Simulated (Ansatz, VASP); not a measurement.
Rh in VASP and in Ansatz

The input INCAR:

```
PREC     = Accurate       # precision mode
ENCUT    = 520            # plane-wave cutoff, eV
EDIFF    = 1E-7           # SCF threshold, eV
ISMEAR   = -1             # smearing method
SIGMA    = 0.1            # smearing width, eV
LREAL    = False          # projectors in reciprocal space
LASPH    = True           # aspherical terms in the spheres
NELM     = 80             # most SCF steps
ALGO     = Normal         # electronic algorithm
ISIF     = 2              # what is computed and relaxed
LWAVE    = False          # write WAVECAR
LCHARG   = False          # write CHGCAR
GGA      = PE             # functional
NBANDS   = 14             # bands
```

KPOINTS

```
regular mesh
0
Gamma
  20 20 20
```

Contents of POSCAR:

```
Rh
1.0
    0.0000000000      1.9160595532      1.9160595532
    1.9160595532      0.0000000000      1.9160595532
    1.9160595532      1.9160595532      0.0000000000
Rh
1
Direct
    0.0000000000      0.0000000000      0.0000000000
```

Input for Ansatz:

```yaml
crystal:
  lattice:
    - [0.0, 1.9160595532, 1.9160595532]
    - [1.9160595532, 0.0, 1.9160595532]
    - [1.9160595532, 1.9160595532, 0.0]
  atoms:
    - { symbol: Rh, position: [0.0, 0.0, 0.0] }
hamiltonian:
  xc: pbe
  pseudopotentials:
    kind: paw
    azcp:
      Rh: "pseudopotentials/Rh.paw.azcp"
basis:
  ecutwfc: 420
  fft_grid_basis: typed
kpoints:
  mp_grid: { grid: [20, 20, 20], shift: [0, 0, 0] }
magnetization:
  spin_polarized: false
scf:
  occupations: { method: fermi_dirac, width: 0.1 }
  lower_state_search: "off"
output:
  stress: true
  write_density: true
  write_potential: true
  elf: true
  volumetric_format: npy
```

Alike in both runs: task single point; functional PBE; k mesh 20 × 20 × 20; occupations fermi-dirac, width 0.1 eV; no spin polarisation.

|  | VASP | Ansatz |
| --- | --- | --- |
| version | VASP 6.6.1 | Ansatz 0.2.0 |
| potentials or method | VASP PAW PBE potentials, release 64 (Rh_pv) | plane waves (420 eV) with PAW, scalar-relativistic |
| plane-wave cutoff (eV) | 520 | 420 |
| valence electrons in the cell | 15 | 17 |

```csv
,VASP,Ansatz,Ansatz less VASP
pressure (GPa),0.0,0.0,-0.04
```

The two sets of potentials don't hold the same shells in valence.
